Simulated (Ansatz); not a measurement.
**PbF2: properties at the relaxed cell**

The task here is to estimate one member of a computed series from the others.

Method: DFT PBE, scalar-relativistic, plane waves, PAW, in Ansatz 0.2.0.

### The system as given

The structure is orthorhombic, space group Pnma (No. 62). Conventional cell: a = 6.577 Å, b = 3.951 Å, c = 7.829 Å, α = 90.00°, β = 90.00°, γ = 90.00°. Around Pb (site symmetry m) lie 7 F at 2.42 to 2.68 Å. F (site symmetry m) has 4 Pb at 2.49 to 2.68 Å as nearest neighbours. Around F (site symmetry m) lie 3 Pb at 2.42 to 2.63 Å.

As a file:

```xyz
12
Lattice="6.5774 0.0000 0.0000 0.0000 3.9508 0.0000 0.0000 0.0000 7.8293" Properties=species:S:1:pos:R:3 pbc="T T T"
Pb    4.8827    2.9631    0.7553
Pb    1.6947    0.9877    7.0740
Pb    4.9834    0.9877    4.6700
Pb    1.5940    2.9631    3.1593
F     0.9313    2.9631    0.5596
F     5.6461    0.9877    7.2697
F     2.3574    0.9877    4.4743
F     4.2200    2.9631    3.3550
F     3.3936    2.9631    6.6831
F     3.1838    0.9877    1.1462
F     6.4725    0.9877    2.7685
F     0.1049    2.9631    5.0608
```

It is the result of an earlier relaxation at this level (volume 16.95 Å³/atom; gap on the mesh: 4.43 eV).

The first run:

Input file input.yaml:

```yaml
crystal:
  lattice:
    - [6.5109242957, 0.0, 0.0]
    - [0.0, 3.9108564629, 0.0]
    - [0.0, 0.0, 7.7501935288]
  atoms:
    - { symbol: Pb, position: [0.7423482447, 0.75, 0.0964741943] }
    - { symbol: Pb, position: [0.2576517553, 0.25, 0.9035258057] }
    - { symbol: Pb, position: [0.7576517553, 0.25, 0.5964741943] }
    - { symbol: Pb, position: [0.2423482447, 0.75, 0.4035258057] }
    - { symbol: F, position: [0.1415867996, 0.75, 0.0714788036] }
    - { symbol: F, position: [0.8584132004, 0.25, 0.9285211964] }
    - { symbol: F, position: [0.3584132004, 0.25, 0.5714788036] }
    - { symbol: F, position: [0.6415867996, 0.75, 0.4285211964] }
    - { symbol: F, position: [0.5159444734, 0.75, 0.8536056541] }
    - { symbol: F, position: [0.4840555266, 0.25, 0.1463943459] }
    - { symbol: F, position: [0.9840555266, 0.25, 0.3536056541] }
    - { symbol: F, position: [0.0159444734, 0.75, 0.6463943459] }
basis:
  ecutwfc: 420
kpoints:
  mp_grid: { grid: [4, 6, 4] }
hamiltonian:
  xc: pbe
scf:
  occupations: { method: gaussian, width: 0.02 }
output:
  forces: true
  stress: true
  eigenvalues: true
relax:
  adjacent_minimum: "off"
  f_tol: 0.01
  max_steps: 30
  cell: { stress_tol: 0.1, fix: [volume] }
```

On the command line:

```sh
$ ansatz run input.yaml --threads 4 --pin off --max-ram 10240MiB --backend cpu --events-out ev --progress --plain --runs-dir out
```

Steps of the session up to this table: Volume × 0.97; Point at V/V0 = 1.03; Volume × 0.94; Volume × 1.06; Volume × 0.91; The cell scaled to 1.10 of its volume; Point at V/V0 = 0.88.

One of the session's tables, all rows but one given; the rest of the session is left out.

It belongs to the step «Fit of the equation of state». 

```
volume (Å³/atom)  energy above the lowest point (meV/atom)  pressure (GPa)  gap on the mesh (eV)
          14.920                                      42.3            7.86                  4.12
          15.428                                         ?               ?                     ?
          15.937                                       8.9            3.03                  4.30
          16.445                                       2.1            1.35                  4.37
          16.954                                       0.0            0.03                  4.43
          17.463                                       1.6           -1.00                  4.41
          17.971                                       5.9           -1.74                  4.39
          18.649                                      14.2           -2.19                  4.32
```

**Question.** Estimate the row for volume (Å³/atom) = 15.428.

Worked estimate for «energy above the lowest point (meV/atom)». A straight line through the neighbours (14.920, 42.3) and (15.937, 8.9) gives 42.3 + (8.9 − 42.3) × (15.428 − 14.920) / (15.937 − 14.920) = 25.6; a parabola fitted to 3 rows on both sides gives 22.3.

**Answer.** energy above the lowest point (meV/atom): 21.8; pressure (GPa): 5.19; gap on the mesh (eV): 4.21. In «energy above the lowest point (meV/atom)» the line misses by +3.8 and the parabola by +0.5.

To keep in mind: The gap on the mesh goes from 4.12 eV at the smallest volume to 4.32 eV at the largest, through a peak of 4.43 eV between.
